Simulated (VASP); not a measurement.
# Be (Fd-3m) in VASP: a series of runs

One crystal, Be, is run at these levels: LDA; tasks: single point.

Program: VASP 6.6.1. These are calculated values, not measurements. Logs are shortened: lines on timing, memory, paths and dates and some standing lists are left out, and cuts for length are marked.

### 1 The structure

It takes space group Fd-3m (No. 227, cubic). Conventional cell: a = 4.826 Å, b = 4.826 Å, c = 4.826 Å, α = 90.00°, β = 90.00°, γ = 90.00°. Around Be (site symmetry -43m) lie 4 Be at 2.09 Å.

This isn't the form of Be at room conditions, which is hcp.

### 2 Single point, LDA

Input file INCAR:

```
ALGO = Fast
EDIFF = 1E-7
ENCUT = 520
ISIF = 2
ISMEAR = -1
LASPH = T
LCHARG = F
LREAL = F
LWAVE = F
NBANDS = 9
NELM = 80
PREC = Accurate
SIGMA = 0.1
```

Input file KPOINTS:

```
k-points
0
Gamma
  18 18 18
```

Input file POSCAR:

```
Be
1.0
    0.0000000000      2.4127936107      2.4127936107
    2.4127936107      0.0000000000      2.4127936107
    2.4127936107      2.4127936107      0.0000000000
Be
2
Direct
    0.1250000000      0.1250000000      0.1250000000
    0.8750000000      0.8750000000      0.8750000000
```

Potentials or basis: VASP PAW LDA potentials, release 64 (Be).

The run is started by

```bash
cat potpaw_LDA.64/Be/POTCAR > POTCAR
mpirun -np 1 vasp_std > vasp.out
```

OUTCAR:

```text
EDIFF = 1E-7
   ENCUT = 520
   ISIF = 2
   ISMEAR = -1
   LASPH = T
   LREAL = F
   NELM = 80
   PREC = Accurate

 ion  position               nearest neighbor table
   1  0.125  0.125  0.125-   2 2.09   2 2.09   2 2.09   2 2.09
   2  0.875  0.875  0.875-   1 2.09   1 2.09   1 2.09   1 2.09

  LATTYP: Found a face centered cubic cell.
 ALAT       =     4.8255872214

  Lattice vectors:

 A1 = (   0.0000000000,   2.4127936107,   2.4127936107)
 A2 = (   2.4127936107,   0.0000000000,   2.4127936107)
 A3 = (   2.4127936107,   2.4127936107,   0.0000000000)

Analysis of symmetry for initial positions (statically):
=====================================================================
 Subroutine PRICEL returns:
 Original cell was already a primitive cell.

 Routine SETGRP: Setting up the symmetry group for a
 face centered cubic supercell.

 Subroutine GETGRP returns: Found 48 space group operations
 (whereof 12 operations were pure point group operations)
 out of a pool of 48 trial point group operations.

The static configuration has the point symmetry D_3d.
 The point group associated with its full space group is O_h .

Analysis of symmetry for dynamics (positions and initial velocities):
=====================================================================
 Subroutine PRICEL returns:
 Original cell was already a primitive cell.

 Routine SETGRP: Setting up the symmetry group for a
 face centered cubic supercell.

 Subroutine GETGRP returns: Found 48 space group operations
 (whereof 12 operations were pure point group operations)
 out of a pool of 48 trial point group operations.

The dynamic configuration has the point symmetry D_3d.
 The point group associated with its full space group is O_h .

 Subroutine INISYM returns: Found 48 space group operations
 (whereof 12 operations are pure point group operations),
 and found     1 'primitive' translations

----------------------------------------------------------------------------------------

                                     Primitive cell

  volume of cell :      28.0925

  direct lattice vectors                    reciprocal lattice vectors
     0.000000000  2.412793611  2.412793611    -0.207228665  0.207228665  0.207228665
     2.412793611  0.000000000  2.412793611     0.207228665 -0.207228665  0.207228665
     2.412793611  2.412793611  0.000000000     0.207228665  0.207228665 -0.207228665

  length of vectors
     3.412205447  3.412205447  3.412205447     0.358930577  0.358930577  0.358930577

  position of ions in fractional coordinates (direct lattice)
     0.125000000  0.125000000  0.125000000
     0.875000000  0.875000000  0.875000000

  ion indices of the primitive-cell ions
   primitive index   ion index
                 1           1
                 2           2

----------------------------------------------------------------------------------------

 KPOINTS: k-points

Automatic generation of k-mesh.
 Grid dimensions read from file:
 generate k-points for:   18   18   18

 Generating k-lattice:

  Cartesian coordinates                     Fractional coordinates (reciprocal lattice)
    -0.011512704  0.011512704  0.011512704     0.055555556  0.000000000  0.000000000
     0.011512704 -0.011512704  0.011512704     0.000000000  0.055555556  0.000000000
     0.011512704  0.011512704 -0.011512704     0.000000000  0.000000000  0.055555556

  Length of vectors
     0.019940588  0.019940588  0.019940588

  Shift w.r.t. Gamma in fractional coordinates (k-lattice)
     0.000000000  0.000000000  0.000000000

 Subroutine IBZKPT returns following result:
 ===========================================

 Found    195 irreducible k-points:

 Following reciprocal coordinates:
            Coordinates               Weight
  0.000000  0.000000  0.000000      1.000000
  0.055556  0.000000  0.000000      8.000000
  0.111111  0.000000  0.000000      8.000000
  0.166667  0.000000  0.000000      8.000000
  0.222222  0.000000  0.000000      8.000000
  0.277778  0.000000  0.000000      8.000000
[... 16 lines left out ...]
 -0.277778  0.055556  0.000000     24.000000
 -0.222222  0.055556  0.000000     24.000000
 [... further k-points ...]
   k-points           NKPTS =    195   k-points in BZ     NKDIM =    195   number of bands    NBANDS=      9
   number of dos      NEDOS =    301   number of ions     NIONS =      2
   total plane-waves  NPLWV =  21952
   dimension x,y,z NGX =    28 NGY =   28 NGZ =   28
   dimension x,y,z NGXF=    56 NGYF=   56 NGZF=   56
   ions per type =               2
   NGX,Y,Z   is equivalent  to a cutoff of  13.64, 13.64, 13.64 a.u.
   NGXF,Y,Z  is equivalent  to a cutoff of  27.28, 27.28, 27.28 a.u.
 SYSTEM =  unknown system
   PREC   = accura    normal or accurate (medium, high low for compatibility)
   ISTART =      0    job   : 0-new  1-cont  2-samecut
   ICHARG =      2    charge: 1-file 2-atom 10-const
   ISPIN  =      1    spin polarized calculation?
   LNONCOLLINEAR =      F non collinear calculations
   LSORBIT =      F    spin-orbit coupling
   LASPH  =      T    aspherical Exc in radial PAW
   ENCUT  =  520.0 eV  38.22 Ry    6.18 a.u.   6.34  6.34  6.34*2*pi/ulx,y,z
   NELM   =     80;   NELMIN=  2; NELMDL= -5     # of ELM steps
   EDIFF  = 0.1E-06   stopping-criterion for ELM
   LREAL  =      F    real-space projection
   EDIFFG = 0.1E-05   stopping-criterion for IOM
   NSW    =      0    number of steps for IOM
   IBRION =     -1    ionic relax: 0-MD 1-quasi-New 2-CG
   NFREE  =      0    steps in history (QN), initial steepest desc. (CG)
   ISIF   =      2    stress and relaxation
   ISYM   =      2    0-nonsym 1-usesym 2-fastsym
   POTIM  = 0.5000    time-step for ionic-motion
   TEBEG  =    0.0;   TEEND  =   0.0 temperature during run
   PSTRESS=    0.0 pullay stress
   NELECT =       4.0000    total number of electrons
   NUPDOWN=      -1.0000    fix difference up-down
   EMIN   =  10.00;   EMAX   =-10.00  energy-range for DOS
   EFERMI =   0.00;   METHOD = LEGACY
   ISMEAR =    -1;   SIGMA  =   0.10  broadening in eV -4-tet -1-fermi 0-gaus
   EFERMI_NEDOS =   21; number of points for ismear=-14 and -15
   IALGO  =     68    algorithm
   IMIX   =      4    mixing-type and parameters
     AMIX     =   0.40;   BMIX     =  1.00
     AMIX_MAG =   1.60;   BMIX_MAG =  1.00
  volume/ion in A,a.u.               =      14.05        94.79
  Fermi-wavevector in a.u.,A,eV,Ry     =   0.854866  1.615462  9.943079  0.730796
  Thomas-Fermi vector in A             =   1.971528
   LORBIT       =      0    0 simple, 1 ext, 2 COOP (PROOUT), +10 PAW based schemes
   GGA     = CA    functional components
   LHFCALC =     F    Hartree Fock is set to
   AEXX    =    0.0000 exact exchange contribution
   IVDW    =     0    specifies the selected vdW correction
   LEPSILON=     F    determine dielectric tensor
   LRPA    =     F    only Hartree local field effects (RPA)
 non-spin polarized calculation
 RMM-DIIS sequential band-by-band and
  energy-cutoff  :      520.00
  volume of cell :       28.09
 maximum number of plane-waves:       769
 NGX is ok and might be reduce to    28
   NGX = 13   NGY = 13   NGZ = 13

 number of electron       4.0000000 magnetization

 Free energy of the ion-electron system (eV)
  ---------------------------------------------------
  ext. energy  EPLUGINS =         0.00000000
  ---------------------------------------------------
  free energy    TOTEN  =        -4.95664182 eV

  energy without entropy =       -4.92549475  energy(sigma->0) =       -4.94106828

 E-fermi :   1.8433     XC(G=0):  -8.7179

 val. band max:        1.8319311033   @ k =   0.3333   0.1111   0.0000
 cond. band min:       1.8516580787   @ k =  -0.3889   0.3333   0.1111
 fundamental gap:      0.0197269755
 Fermi energy:         1.8433443647

 k-point     1 :       0.0000    0.0000    0.0000
  band No.  band energies     occupation
      1      -5.5374      2.00000
      2       6.6689      0.00000
      3       6.6689      0.00000
      4       6.6689      0.00000
      5       9.2777      0.00000
      6       9.2777      0.00000
      7       9.2777      0.00000
      8      16.4492      0.00000
      9      16.6900      0.00000

 k-point     2 :       0.0556    0.0000    0.0000
  band No.  band energies     occupation
      1      -5.4902      2.00000
      2       6.2522      0.00000
      3       6.5545      0.00000
      4       6.5545      0.00000
      5       9.4260      0.00000
      6       9.4260      0.00000
      7       9.5985      0.00000
      8      16.2867      0.00000
      9      16.7803      0.00000

 k-point     3 :       0.1111    0.0000    0.0000
  band No.  band energies     occupation
      1      -5.3488      2.00000
      2       5.3461      0.00000
      3       6.2816      0.00000
      4       6.2816      0.00000
      5       9.7834      0.00000
      6       9.7834      0.00000
      7      10.2249      0.00000
      8      15.9075      0.00000
      9      17.0322      0.00000

 k-point     4 :       0.1667    0.0000    0.0000
  band No.  band energies     occupation
      1      -5.1134      2.00000
      2       4.2797      0.00000
      3       5.9583      0.00000
      4       5.9583      0.00000
      5      10.1899      0.00000
      6      10.1899      0.00000
      7      10.8517      0.00000
      8      15.4650      0.00000
      9      16.5984      0.00000
[... 205 lines left out ...]
 k-point    22 :      -0.3333    0.0556    0.0000
  band No.  band energies     occupation
      1      -3.6168      2.00000
      2       0.7117      1.99998
      3       4.6992      0.00000
      4       5.2412      0.00000
      5      10.5722      0.00000
      6      10.7731      0.00000
      7      12.3915      0.00000
      8      14.4054      0.00000
      9      16.9645      0.00000

 k-point    23 :      -0.2778    0.0556    0.0000
  band No.  band energies     occupation
      1      -4.1602      2.00000
      2       1.7487      1.44090
      3       4.8296      0.00000
      4       5.5055      0.00000
      5      10.5162      0.00000
      6      10.9232      0.00000
      7      12.0541      0.00000
      8      14.5190      0.00000
      9      16.1965      0.00000

 k-point    24 :      -0.2222    0.0556    0.0000
  band No.  band energies     occupation
      1      -4.6124      2.00000
      2       2.8284      0.00011
      3       5.0308      0.00000
      4       5.8078      0.00000
      5      10.3445      0.00000
      6      10.9347      0.00000
      7      11.6349      0.00000
      8      14.6787      0.00000
      9      15.8013      0.00000

 [... further k-points ...]

------------------------ aborting loop because EDIFF is reached ----------------------------------------

  FORCE on cell =-STRESS in cart. coord.  units (eV):
  Direction    XX          YY          ZZ          XY          YZ          ZX
  --------------------------------------------------------------------------------------
  -------------------------------------------------------------------------------------
  Total        0.0209142      0.0209142      0.0209142     -0.0000000      0.0000000     -0.0000000
  in kB        1.1927812      1.1927812      1.1927812     -0.0000000      0.0000000     -0.0000000
  external PRESSURE =       1.1927812 kB  Pullay stress =       0.0000000 kB

 VOLUME and BASIS-vectors are now :
 -----------------------------------------------------------------------------
  energy-cutoff  :      520.00
  volume of cell :       28.09
      direct lattice vectors                 reciprocal lattice vectors
     0.000000000  2.412793611  2.412793611    -0.207228665  0.207228665  0.207228665
     2.412793611  0.000000000  2.412793611     0.207228665 -0.207228665  0.207228665
     2.412793611  2.412793611  0.000000000     0.207228665  0.207228665 -0.207228665

 POSITION                                       TOTAL-FORCE (eV/Angst)
 -----------------------------------------------------------------------------------
      0.60320      0.60320      0.60320         0.000000      0.000000      0.000000
      4.22239      4.22239      4.22239        -0.000000     -0.000000     -0.000000
 -----------------------------------------------------------------------------------
    total drift:                               -0.000000     -0.000000     -0.000000

  FREE ENERGIE OF THE ION-ELECTRON SYSTEM (eV)
  ---------------------------------------------------
  free  energy   TOTEN  =        -4.9566418193 eV

  energy  without entropy=       -4.9254947460  energy(sigma->0) =       -4.94106828
```

It took 19 s on 1 thread of Intel Xeon 6975P-C (Granite Rapids), shared host; peak memory 0.16 GiB.

What came out:

| Property | Result |
| --- | --- |
| Free energy | -4.9566 eV |
| Pressure | 0.1 GPa |
| Band gap on the k mesh | none (metal or under the smearing width) |

### 3 Single point, LDA

This run uses another cell than the first one, of 12.36 Å³/atom, 0.880 times its volume.

Input file INCAR:

```
PREC     = Accurate       # precision mode
ENCUT    = 520            # plane-wave cutoff, eV
EDIFF    = 1E-6           # SCF threshold, eV
ISMEAR   = -1             # smearing method
SIGMA    = 0.1            # smearing width, eV
LREAL    = F              # projectors in reciprocal space
LASPH    = T              # aspherical terms in the spheres
NELM     = 80             # most SCF steps
ALGO     = Fast           # electronic algorithm
ISIF     = 2              # what is computed and relaxed
LWAVE    = F              # write WAVECAR
LCHARG   = F              # write CHGCAR
GGA      = CA             # functional
NBANDS   = 9              # bands
```

Input file KPOINTS:

```
Automatic mesh
0
Gamma
  13 13 13
```

Input file POSCAR:

```
Be
1.0
    0.0000000000      2.3121414435      2.3121414435
    2.3121414435      0.0000000000      2.3121414435
    2.3121414435      2.3121414435      0.0000000000
Be
2
Direct
    0.1250000000      0.1250000000      0.1250000000
    0.8750000000      0.8750000000      0.8750000000
```

Potentials or basis: VASP PAW LDA potentials, release 64 (Be).

The run is started by

```bash
cat potpaw_LDA.64/Be/POTCAR > POTCAR
mpirun -np 1 vasp_std > vasp.out
```

It took 4 s on 1 thread of Intel Xeon 6975P-C (Granite Rapids), shared host; peak memory 0.12 GiB.

Results (log left out):

```
Free energy            : -4.8838 eV
Pressure               : 7.7 GPa
Band gap on the k mesh : none (metal or under the smearing width)
```

Levels at points of the mesh, in eV from the Fermi level:
```csv
k point,band 1,band 2,band 3,band 4,band 5
"(0.00, 0.00, 0.00)",-7.90,5.29,5.29,5.29,8.03
```

### 4 Single point, LDA

This run uses another cell than the first one, of 15.17 Å³/atom, 1.080 times its volume.

Input file INCAR:

```
PREC = Accurate ; ENCUT = 520
EDIFF = 1E-7 ; ISMEAR = -1
SIGMA = 0.1 ; LREAL = F
LASPH = T ; NELM = 80
ALGO = Fast ; ISIF = 2
LWAVE = F ; LCHARG = F
GGA = CA ; NBANDS = 9
```

KPOINTS is that of step 3.

Input file POSCAR:

```
Be
1.0
    0.0000000000      2.4754914232      2.4754914232
    2.4754914232      0.0000000000      2.4754914232
    2.4754914232      2.4754914232      0.0000000000
Be
2
Direct
    0.1250000000      0.1250000000      0.1250000000
    0.8750000000      0.8750000000      0.8750000000
```

Potentials or basis: VASP PAW LDA potentials, release 64 (Be).

The run is started by

```bash
cat potpaw_LDA.64/Be/POTCAR > POTCAR
mpirun -np 1 vasp_std > vasp.out
```

OUTCAR:

```text
PREC = Accurate
   ENCUT = 520
   EDIFF = 1E-7
   ISMEAR = -1
   LREAL = F
   LASPH = T
   NELM = 80
   ISIF = 2
   GGA = CA

 ion  position               nearest neighbor table
   1  0.125  0.125  0.125-   2 2.14   2 2.14   2 2.14   2 2.14
   2  0.875  0.875  0.875-   1 2.14   1 2.14   1 2.14   1 2.14

  LATTYP: Found a face centered cubic cell.
 ALAT       =     4.9509828464

  Lattice vectors:

[... 475 lines left out ...]
      9      16.1946      0.00000

 [... further k-points ...]

------------------------ aborting loop because EDIFF is reached ----------------------------------------

  FORCE on cell =-STRESS in cart. coord.  units (eV):
  Direction    XX          YY          ZZ          XY          YZ          ZX
  --------------------------------------------------------------------------------------
  -------------------------------------------------------------------------------------
  Total       -0.5959177     -0.5959177     -0.5959177     -0.0000000      0.0000000      0.0000000
  in kB      -31.4689753    -31.4689753    -31.4689753     -0.0000000      0.0000000      0.0000000
  external PRESSURE =     -31.4689753 kB  Pullay stress =       0.0000000 kB

 VOLUME and BASIS-vectors are now :
 -----------------------------------------------------------------------------
  energy-cutoff  :      520.00
  volume of cell :       30.34
      direct lattice vectors                 reciprocal lattice vectors
     0.000000000  2.475491423  2.475491423    -0.201980098  0.201980098  0.201980098
     2.475491423  0.000000000  2.475491423     0.201980098 -0.201980098  0.201980098
     2.475491423  2.475491423  0.000000000     0.201980098  0.201980098 -0.201980098

 POSITION                                       TOTAL-FORCE (eV/Angst)
 -----------------------------------------------------------------------------------
      0.61887      0.61887      0.61887        -0.000000      0.000000      0.000000
      4.33211      4.33211      4.33211         0.000000     -0.000000     -0.000000
 -----------------------------------------------------------------------------------
    total drift:                               -0.000000     -0.000000     -0.000000

  FREE ENERGIE OF THE ION-ELECTRON SYSTEM (eV)
  ---------------------------------------------------
  free  energy   TOTEN  =        -4.9356121120 eV

  energy  without entropy=       -4.9059549208  energy(sigma->0) =       -4.92078352
```

stdout:

```text
POSCAR found type information on POSCAR Be
 POSCAR found :  1 types and       2 ions
 scaLAPACK will be used
 LDA part: xc-table for (Slater(with rela. corr.)+CA(PZ))
 , standard interpolation
 POSCAR, INCAR and KPOINTS ok, starting setup
 FFT: planning ... GRIDC
 FFT: planning ... GRID_SOFT
 FFT: planning ... GRID
 WAVECAR not read
 entering main loop
```

Wall time 9.2 s (1 thread of Intel Xeon 6975P-C (Granite Rapids), shared host); peak memory 0.13 GiB.

Results:

```yaml
Free_energy: -4.9356 eV
Pressure: -3.1 GPa
Band_gap_on_the_k_mesh: none (metal or under the smearing width)
```

Levels at points of the mesh, in eV from the Fermi level:
| k point | band 1 | band 2 | band 3 | band 4 | band 5 | band 6 |
| --- | --- | --- | --- | --- | --- | --- |
| (0.00, 0.00, 0.00) | -7.06 | 4.59 | 4.59 | 4.59 | 7.12 | 7.12 |

### 5 Single point, LDA

This run uses another cell than the first one, of 13.48 Å³/atom, 0.960 times its volume.

Input file INCAR:

```
  ALGO = Normal
  EDIFF = 1E-6
  ENCUT = 520
  GGA = CA
  ISIF = 2
  ISMEAR = -1
  LASPH = T
  LCHARG = T
  LELF = T
  LREAL = F
  LVHAR = T
  LWAVE = F
  NBANDS = 9
  NELM = 80
  PREC = Accurate
  SIGMA = 0.1
```

Input file KPOINTS:

```
k-points
0
Gamma
  13 13 13
```

Input file POSCAR:

```
Be
1.0
    0.0000000000      2.3801842942      2.3801842942
    2.3801842942      0.0000000000      2.3801842942
    2.3801842942      2.3801842942      0.0000000000
Be
2
Direct
    0.1250000000      0.1250000000      0.1250000000
    0.8750000000      0.8750000000      0.8750000000
```

The run is started by

```bash
cat potpaw_LDA.64/Be/POTCAR > POTCAR
mpirun -np 1 vasp_std > vasp.out
```

Run time: 7.2 s. Hardware: 1 thread of Intel Xeon 6975P-C (Granite Rapids), shared host; peak memory 0.14 GiB.

Results (log left out):

```yaml
Free_energy: -4.9507 eV
Pressure: 2.2 GPa
Band_gap_on_the_k_mesh: none (metal or under the smearing width)
```

Levels at points of the mesh, in eV from the Fermi level:
| k point | band 1 | band 2 | band 3 | band 4 | band 5 | band 6 | band 7 |
| --- | --- | --- | --- | --- | --- | --- | --- |
| (0.00, 0.00, 0.00) | -7.53 | 4.98 | 4.98 | 4.98 | 7.63 | 7.63 | 7.63 |

### 6 Overview

```csv
cell,k mesh,gap on the mesh (eV),pressure (GPa)
"Fd-3m, 14.05 Å³/atom",18 × 18 × 18,none,0.1
"Fd-3m, 12.36 Å³/atom",13 × 13 × 13,none,7.7
"Fd-3m, 15.17 Å³/atom",13 × 13 × 13,none,-3.1
"Fd-3m, 13.48 Å³/atom",13 × 13 × 13,none,2.2
```

Alike in all rows: task single point; level LDA; potentials or basis VASP PAW LDA potentials, release 64 (Be); no spin polarisation; cutoff (eV) 520; smearing fermi-dirac 0.1 eV.

Every run on the cell as given and a fine mesh finds a metal.

Total energies depend on the potentials used, so only differences within one code and one set of settings carry meaning.
